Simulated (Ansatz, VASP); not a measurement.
# Cross-check of W (W strained to the junction's net) between VASP and Ansatz

Wanted: the spread between two codes on one cell, functional and k mesh. The structure shown is the end of the Ansatz relaxation below.

Calculated with Ansatz 0.2.0; plane waves, with VASP 6.6.1 beside it; single point at PBE.

### Step 1. Starting point

The structure is tetragonal, space group I4/mmm (No. 139). Conventional cell: a = 3.170 Å, b = 3.170 Å, c = 3.194 Å, α = 90.00°, β = 90.00°, γ = 90.00°. Nearest to W lie 8 W at 2.75 Å.

### Step 2. Ansatz: relaxation, PBE

Ansatz runs on its default PAW (the set named soft_2) files.

This run makes the geometry at which the two programs are then compared.

File input.yaml:

```yaml
crystal:
  lattice:
    - [3.17, 0.0, 0.0]
    - [0.0, 3.17, 0.0]
    - [0.0, 0.0, 3.17]
  atoms:
    - { symbol: W, position: [0.0, 0.0, 0.0] }
    - { symbol: W, position: [0.5, 0.5, 0.5] }
kpoints:
  mp_grid: { grid: [10, 10, 10] }
scf:
  occupations: { method: fermi_dirac, width: 0.1 }
  max_iter: 150
hamiltonian:
  xc: pbe
relax:
  f_tol: 0.01
  max_steps: 40
  cell: { fix: [a, b, angles] }
```

Launch:

```
ansatz run input.yaml --threads 4 --pin off --max-ram 10240MiB --backend cpu --events-out ev --progress --plain --runs-dir out
```

Numbers of over 12 decimals in the logs are rounded to 6 here.

Output:

```text
Warning: crystal.symmetry: narrowed to the stabiliser of the fixed cell quantities (relax.cell.fix) — unitary ops 96 → 32. The narrowing is safe, since a smaller group never makes results wrong: the run goes on under it, on as many k-points as the starting group would need, or more. Excluded: 64 operations that would move a fixed cell quantity at a test strain (relax.cell.fix fixes a, b, alpha, beta, gamma). The cell can leave their symmetry as it relaxes.
Engine: ansatz 0.2.0, aarch64-unknown-linux-gnu
Pseudopotentials: kind: paw
Pseudopotential: W, paw, valence charge 14, recommended cutoff 420 eV (normal), W.paw.azcp
Functional definition: PBE
  parameter kappa = 0.804
  parameter beta = 0.066725
  exchange = pbe_x(kappa = kappa, mu = beta*pi^2/3)
  correlation = pbe_c(beta = beta)
Crystal: 2 atoms, lattice volume = 31.855 Å³
Basis set: ecut = 420 eV, 619 PW (Γ), exchange–correlation on 48×48×48 points (8 copies of the dense FFT grid, shifted against one another)
Bands: 18, of which v1, the nominal top of the filled ones, is band 14 counted from 1 (13 counted from 0)
Symmetry: 32 space group operations
k-points: 126 of 1000
Non-local potential: W, projectors of the file, l = 0: 3, l = 1: 2, l = 2: 2, l = 3: 1
PAW form: soft (Blöchl's): semilocal exchange-correlation on the pseudo side does not see the compensation charge
PAW one-centre angular grid: W, 590 points (default); XC on 64 Gauss nodes
Initial density: superposition of atomic densities (neutral atoms: chi_scale 0, normalization atom), corrected by the library's trained network
Initial wavefunctions: pseudopotential atomic-orbital guess
Functional: x = pbe(κ = 0.804, μ = 0.219515), c = pbe(β = 0.066725)
SCF iter   1: F=—  HF=-20769.658189 eV  |F-HF|=—  |Δ(HF+E_count)|=         —  Δρ=1.65e-3  dr2=3.03e-4  ethr=1.77e-3  ⟨swp⟩=5.0  Hψ=9307  notcnv=0
preconditioner: auto → none  [metal: Δε(μ)=0.165 eV  Ē_g=5.609 eV  σ=0.100 eV  W_gap=0.38  n_scr=6 (ndim 8)  ℏωp=22.8 eV  f_vac=0.000  D(μ)=0.81/eV (n_scr^D=6)  sad-step TF]
SCF iter   2: F=—  HF=-20769.659035 eV  |F-HF|=—  |Δ(HF+E_count)|=   8.46e-4  Δρ=1.01e-3  dr2=1.26e-4  ethr=1.08e-6  ⟨swp⟩=2.4  Hψ=5081  notcnv=0
SCF iter   3: F=—  HF=-20769.659093 eV  |F-HF|=—  |Δ(HF+E_count)|=   5.81e-5  Δρ=2.69e-4  dr2=1.21e-5  ethr=4.48e-7  ⟨swp⟩=2.0  Hψ=3899  notcnv=0
SCF iter   4: F=—  HF=-20769.659083 eV  |F-HF|=—  |Δ(HF+E_count)|=   1.02e-5  Δρ=1.07e-4  dr2=1.50e-6  ethr=4.31e-8  ⟨swp⟩=3.0  Hψ=4141  notcnv=0
iter 5 did not close the SCF: its close was put off for the readings that it lacked (scf_convergence_deferred on its scf_iter line)
SCF iter   5: F=-20769.659082 eV  HF=-20769.659082 eV  |F-HF|=1.30e-9  |Δ(HF+E_count)|=   4.22e-7  Δρ=5.40e-6  dr2=4.92e-9  ethr=5.37e-9  ⟨swp⟩=2.1  Hψ=3786  notcnv=0
SCF iter   6: F=-20769.659082 eV  HF=-20769.659082 eV  |F-HF|=2.55e-10  |Δ(HF+E_count)|=  1.56e-10  Δρ=1.63e-6  dr2=3.26e-10  ethr=1.76e-11  ⟨swp⟩=1.7  Hψ=6970  notcnv=0
SCF 1 converged in 6 iterations: F = -20769.659082 eV  dr2 = 3.26e-10
  greatest PAW one-centre occupation: 1.000 electrons in one spin orbital (limit 2), on the W atom at site 1 (counted from 0), in its partial waves of l = 0
relax step   1: F+E_penalty+E_count = -20769.65908245 eV  Δ(F+E_penalty+E_count) = +0.000e0 eV  max|allowed force component| = 8.875e-30 eV/Å  Δτ_max = 0.0000 Å  P = +4.091 GPa  Ω = 31.855 Å³  fix = [a, b, alpha, beta, gamma]  reactions: a +4.091, b +4.091 GPa  (6 SCF iters, dr2 threshold 1.00e-7 eV, accepted)
[...]
relax step   2: F+E_penalty+E_count = -20769.63455280 eV  Δ(F+E_penalty+E_count) = +2.453e-2 eV  max|allowed force component| = 1.578e-30 eV/Å  Δτ_max = 0.0000 Å  P = -4.963 GPa  Ω = 32.844 Å³  energy of the carried Pulay correction = -4.625e-4 eV  fix = [a, b, alpha, beta, gamma]  (6 SCF iters, dr2 threshold 2.00e-7 eV, rejected (line search))
[...]
relax step   3: F+E_penalty+E_count = -20769.66197866 eV  Δ(F+E_penalty+E_count) = -2.896e-3 eV  max|allowed force component| = 1.972e-31 eV/Å  Δτ_max = 0.0000 Å  P = +1.497 GPa  Ω = 32.119 Å³  energy of the carried Pulay correction = -1.248e-4 eV  fix = [a, b, alpha, beta, gamma]  reactions: a +2.435, b +2.435 GPa  (6 SCF iters, accepted)
[...]
relax step   4: F+E_penalty+E_count = -20769.66201674 eV  Δ(F+E_penalty+E_count) = -3.808e-5 eV  max|allowed force component| = 3.796e-30 eV/Å  Δτ_max = 0.0000 Å  P = +1.718 GPa  Ω = 32.096 Å³  energy of the carried Pulay correction = -1.140e-4 eV  fix = [a, b, alpha, beta, gamma]  reactions: a +2.577, b +2.577 GPa  (6 SCF iters, dr2 threshold 2.00e-7 eV, accepted)
[...]
relax step   5: F+E_penalty+E_count = -20769.66213493 eV  Δ(F+E_penalty+E_count) = -1.182e-4 eV  max|allowed force component| = 1.578e-30 eV/Å  Δτ_max = 0.0000 Å  P = +1.717 GPa  Ω = 32.096 Å³  fix = [a, b, alpha, beta, gamma]  reactions: a +2.576, b +2.576 GPa  stress off target by 3.58e-4 GPa on what of the cell is left free  SCF on the basis re-selected at this cell (its energy is not comparable with the rows above)  (8 SCF iters)
basis re-selected at this cell: Δ(F+E_penalty+E_count) = -1.182e-4 eV, ΔP = -0.001 GPa vs the last step (what re-selecting the basis moved, of the pressure what is left beyond the Pulay correction that the steps carried, after the strain that the cell walked since its last selection, with what the two solves' SCF thresholds leave and, on support functions, any second-order correction that the steps lacked; it is no m [...]
SCF converged after 8 iterations
Free energy (F): -20769.662135 eV
Harris-Foulkes:  -20769.662135 eV  (|F-HF|=3.64e-12)
Internal energy: -20769.634300 eV  (E = F + TS)
E sigma→0 (E₀):  -20769.648217 eV
Entropy (-TS):   -0.027835 eV (-13.917 meV/atom)
Fermi energy:    22.295164 eV
--- Per-component energies (eV) ---
  E_band       = -171.309411
  E_kinetic    = 899.528471
  E_local      = -1214.069933  (includes V_loc(G=0)·N_el)
  E_nonlocal   = 0.543098
  E_hartree    = 434.996127
  E_xc         = -533.852014
  E_vxc        = -477.538395  (∫ρ·V_xc dr)
  E_paw        = -17124.812304  (= ΣΔE_a)
  E_vpaw       = -249.764784  (= ΣTr[D̂ρ^β])
  E_aug_tail   = -0.000123  (compensation charges beyond the density's cutoff)
  E_ewald      = -3231.967623
  E_smearing   = -0.027835  (= −TS)
  E_closure    = 0.000000  (closes the sum)
  Σ components = -20769.662135   (vs F -20769.662135, Δ=0.00e0)
--- Forces (eV/Å), atoms counted from 1 ---
  atom   1  W      0.00000000     0.00000000     0.00000000
  atom   2  W      0.00000000     0.00000000    -0.00000000
  max |Σ_I F_I| component: 1.38e-29 eV/Å
--- Stress (GPa, compression-positive) ---
        2.575542       0.000000       0.000000
        0.000000       2.575542       0.000000
        0.000000       0.000000      -0.000358
  P = ⅓ Tr σ = 1.7169 GPa (17.169 kbar)
--- Relaxed structure (4 steps of the walk, 3 accepted, 1 SCFs on fresh bases) ---
  F+E_penalty+E_count = -20769.66213493 eV   max|allowed force component| = 1.578e-30 eV/Å   (the final SCF, on the basis selected at the relaxed cell)
  cell:  # Å, volume = 32.0960 Å³
    - [3.17, 0, 0.0]
    - [0, 3.17, 0.0]
    - [0.0, 0.0, 3.193983]
  atoms:
    - { symbol: W, position: [0.0, 0.0, 0.0] }
    - { symbol: W, position: [0.5, 0.5, 0.500000] }
```

### Step 3. VASP: single point, PBE

The same cell, functional, mesh and smearing now go to VASP, with its own data sets.

Lines of VASP's logs that name or quote its potential files are left out, and so is its time.

File INCAR:

```
SYSTEM = W
PREC = Accurate
ENCUT = 600
EDIFF = 1E-06
NELM = 120
ISMEAR = -1
SIGMA = 0.1
LREAL = .FALSE.
ALGO = Normal
GGA = PE
NBANDS = 12
LASPH = .TRUE.
LORBIT = 11
LWAVE = .FALSE.
LCHARG = .FALSE.
ISIF = 2
GGA_COMPAT = .FALSE.
```

File POSCAR:

```
W
1.0
    3.1700000000      0.0000000000      0.0000000000
    0.0000000000      3.1700000000      0.0000000000
    0.0000000000      0.0000000000      3.1939825273
W
2
Direct
    0.0000000000      0.0000000000      0.0000000000
    0.5000000000      0.5000000000      0.5000000000
```

File KPOINTS:

```
Automatic mesh
0
Gamma
10 10 10
0 0 0
```

Potentials, in the order of the species: W (PBE family, release 64).

Launch:

```
mpirun -np 1 vasp_std
```

Output:

```text
[banner, memory and clock lines left out]
running    1 mpi-ranks, on    1 nodes
 distrk:  each k-point on    1 cores,    1 groups
 distr:  one band on    1 cores,    1 groups

 POSCAR found type information on POSCAR W
 POSCAR found :  1 types and       2 ions
 LDA part: xc-table for (Slater+PW92), standard interpolation
 POSCAR, INCAR and KPOINTS ok, starting setup
 FFT: planning ... GRIDC
 FFT: planning ... GRID_SOFT
 FFT: planning ... GRID
 WAVECAR not read
 entering main loop
       N       E                     dE             d eps       ncg     rms          rms(c)
DAV:   1     0.401285464722E+02    0.40129E+02   -0.58729E+03  3024   0.988E+02
DAV:   2    -0.241457931573E+02   -0.64274E+02   -0.59553E+02  3664   0.241E+02
DAV:   3    -0.273812914255E+02   -0.32355E+01   -0.31161E+01  3740   0.441E+01
DAV:   4    -0.274278305283E+02   -0.46539E-01   -0.46475E-01  3300   0.543E+00
DAV:   5    -0.274281539111E+02   -0.32338E-03   -0.32331E-03  3652   0.424E-01    0.281E+01
DAV:   6    -0.264490050138E+02    0.97915E+00   -0.70766E-01  3328   0.595E+00    0.139E+01
DAV:   7    -0.260633730798E+02    0.38563E+00   -0.82744E-01  3504   0.639E+00    0.558E-01
DAV:   8    -0.260602994620E+02    0.30736E-02   -0.60192E-03  3216   0.555E-01    0.182E-01
DAV:   9    -0.260600373015E+02    0.26216E-03   -0.40400E-04  3632   0.129E-01    0.225E-02
DAV:  10    -0.260600431239E+02   -0.58224E-05   -0.79930E-06  3448   0.304E-02    0.183E-02
DAV:  11    -0.260600405099E+02    0.26139E-05   -0.13566E-06  1892   0.778E-03    0.792E-04
DAV:  12    -0.260600406389E+02   -0.12896E-06   -0.95197E-08  1632   0.281E-03
   1 F= -.26060041E+02 E0= -.26046261E+02  d E =-.275602E-01
```

From OUTCAR (step 3):

```text
ion  position               nearest neighbor table
   1  0.000  0.000  0.000-   2 2.75   2 2.75   2 2.75   2 2.75   2 2.75   2 2.75   2 2.75   2 2.75

  LATTYP: Found a simple tetragonal cell.
 ALAT       =     3.1700000000
 C/A-ratio  =     1.0075654660

 Subroutine GETGRP returns: Found 16 space group operations
 (whereof 16 operations were pure point group operations)

The static configuration has the point symmetry D_4h.

 Found    126 irreducible k-points:

   k-points           NKPTS =    126   k-points in BZ     NKDIM =    126   number of bands    NBANDS=     12

   dimension x,y,z NGX =    28 NGY =   28 NGZ =   28
   dimension x,y,z NGXF=    56 NGYF=   56 NGZF=   56

   ENCUT  =  600.0 eV  44.10 Ry    6.64 a.u.   6.33  6.33  6.38*2*pi/ulx,y,z

   NELECT =      12.0000    total number of electrons

 k-points in reciprocal lattice and weights: Automatic mesh
   0.00000000  0.00000000  0.00000000       0.001
   0.10000000  0.00000000  0.00000000       0.004
   0.20000000  0.00000000  0.00000000       0.004
   0.30000000  0.00000000  0.00000000       0.004
   0.40000000  0.00000000  0.00000000       0.004
   0.50000000  0.00000000  0.00000000       0.002
   0.10000000  0.10000000  0.00000000       0.004
   0.20000000  0.10000000  0.00000000       0.008
   0.30000000  0.10000000  0.00000000       0.008
[...]
0.50000000  0.40000000  0.50000000       0.004
   0.50000000  0.50000000  0.50000000       0.001

 average (electrostatic) potential at core
       1 -38.0876       2 -38.0876

 E-fermi :   7.6679

 k-point     1 :       0.0000    0.0000    0.0000
  band No.  band energies     occupation
    ...
      2       1.9494      2.00000
      3       1.9706      2.00000
      4       6.4193      1.99999
      5       6.4193      1.99999
      6       6.5170      1.99998
      7       9.8121      0.00000
      8       9.9427      0.00000
      9      12.6833      0.00000
     10      12.7147      0.00000
     11      12.7147      0.00000
    ...

 k-point     2 :       0.1000    0.0000    0.0000
  band No.  band energies     occupation
    ...
      2       2.0798      2.00000
      3       2.1534      2.00000
      4       6.3945      1.99999
      5       6.4909      1.99998
      6       6.5308      1.99998
      7       9.5468      0.00000
      8       9.9804      0.00000
      9      11.7453      0.00000
     10      11.7606      0.00000
     11      12.4836      0.00000
    ...

 k-point     3 :       0.2000    0.0000    0.0000
  band No.  band energies     occupation
    ...
      2       2.4558      2.00000
      3       2.6360      2.00000
      4       6.3593      2.00000
      5       6.4523      1.99999
      6       6.8618      1.99937
      7       8.6297      0.00013
      8      10.2434      0.00000
      9      10.2878      0.00000
     10      10.3272      0.00000
     11      11.8531      0.00000
    ...

  Total       -0.1745598     -0.1745598     -0.6941050      0.0000000      0.0000000      0.0000000
  in kB       -8.7137244     -8.7137244    -34.6485221      0.0000000      0.0000000      0.0000000
  external PRESSURE =     -17.3586570 kB  Pullay stress =       0.0000000 kB

  energy-cutoff  :      600.00
  volume of cell :       32.10
      direct lattice vectors                 reciprocal lattice vectors
     3.170000000  0.000000000  0.000000000     0.315457413  0.000000000  0.000000000
     0.000000000  3.170000000  0.000000000     0.000000000  0.315457413  0.000000000
     0.000000000  0.000000000  3.193982527     0.000000000  0.000000000  0.313088751

 POSITION                                       TOTAL-FORCE (eV/Angst)
 -----------------------------------------------------------------------------------
      0.00000      0.00000      0.00000         0.000000      0.000000      0.000000
      1.58500      1.58500      1.59699        -0.000000     -0.000000     -0.000000
 -----------------------------------------------------------------------------------
    total drift:                                0.000000      0.000000      0.000000

  FREE ENERGIE OF THE ION-ELECTRON SYSTEM (eV)
  ---------------------------------------------------
  free  energy   TOTEN  =       -26.0600406389 eV

  energy  without entropy=      -26.0324804128  energy(sigma->0) =      -26.04626053

 total charge
# of ion       s       p       d       tot
------------------------------------------
    1        0.672   0.713   4.124   5.509
    2        0.672   0.713   4.124   5.509
--------------------------------------------------
tot          1.343   1.427   8.248  11.018

[... 3 further parts left out ...]
```

The run ends at a pressure of -1.74 GPa.

### Step 4. Differences

Known differences besides the potentials themselves: the data sets hold 28 valence electrons in Ansatz (on its default PAW (the set named soft_2) files) and 12 in VASP; the cutoff is 420 eV in Ansatz and 600 eV in VASP; Ansatz's pressure holds a Pulay correction, VASP's none. Total energies have different zeros and are not compared.

Compared:

```tsv
quantity	Ansatz	VASP	difference
pressure (GPa)	1.72	-1.74	+3.45
```

### Step 5. Further runs

Further runs change the set-up of one program: Ansatz's method, potentials or start, or VASP's data sets, cutoff or form of LDA. The table gives that difference for each run.

```tsv
run	pressure (GPa)
as above	3.5
VASP with the data sets W_sv and a cutoff of 500 eV	-0.51
```

### Step 6. Outcome

* difference in pressure (single point, PBE): 3.5 GPa

What this shows: The difference in pressure is 3.5 GPa (single point, PBE), beyond the 1 GPa picked in this series as the mark of a large difference. The data sets hold unlike numbers of valence electrons (28 in Ansatz and 12 in VASP), so part of the differences comes from the potentials. Single point, PBE, VASP with the data sets W_sv and a cutoff of 500 eV: the difference in pressure goes from 3.5 to -0.51 GPa. Such differences can come from data sets, numerical settings and the points named under the comparisons, not from the functional's error against experiment.

[Lines on the potential files, build, host, timing and source positions are cut from VASP's logs without a mark.]

[Logs are printed without paths, hosts, clocks, repeated set-up lines and the standing remarks that a program may print on its own settings, such as how far it seeks lower states.]

[Hosts, paths, dates, database ids (printed as entryN), source tags and the programs' standing remarks are cut or masked in the printed files.]
